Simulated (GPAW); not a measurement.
BN, 4 atoms in the cell. It takes space group P6_3mc (No. 186, hexagonal). Conventional cell: a = 2.554 Å, b = 2.554 Å, c = 4.227 Å, α = 90.00°, β = 90.00°, γ = 120.00°. N (site symmetry 3m) has 4 B at 1.57 to 1.58 Å as nearest neighbours. B (site symmetry 3m) has 4 N at 1.57 to 1.58 Å as nearest neighbours. Measurements of this composition are mostly on another form, of space group No. 194.

```yaml
Program: GPAW 26.7.0
Task: optical spectrum
Functional: LDA
Potentials_or_basis: the program's PAW data sets (release 1.2.1) made for this functional
Cutoff: 600 eV
Basis: pw
k_mesh: 10 × 10 × 5
Occupations: fermi-dirac, width 0.001 eV
Spin: no spin polarisation
Response_ecut: 50 eV
Eta: 0.1 eV
Maxiter: 150
Response_k_mesh: 15 × 15 × 8
Domega0: 0.05 eV
Omega2: 10 eV
Kernel: RPA
Scissors: 0 eV
Response_bands: 48
Directions: "[\"x\", \"z\"]"
Intraband: no
```

Potentials or basis: the program's PAW data sets (release 1.2.1) made for this functional, pw.

Run with:

```bash
$ OMP_NUM_THREADS=1 python run.py
```

Hardware: 1 thread of Arm Neoverse V1 (shared host).

Q: How long does it take, and how much memory?

A: It took 3.4 min on 1 thread of Arm Neoverse V1, on a shared host, peak memory 0.43 GiB. Counts: scf iterations 23, plane waves 807, bands 18, k points 58.
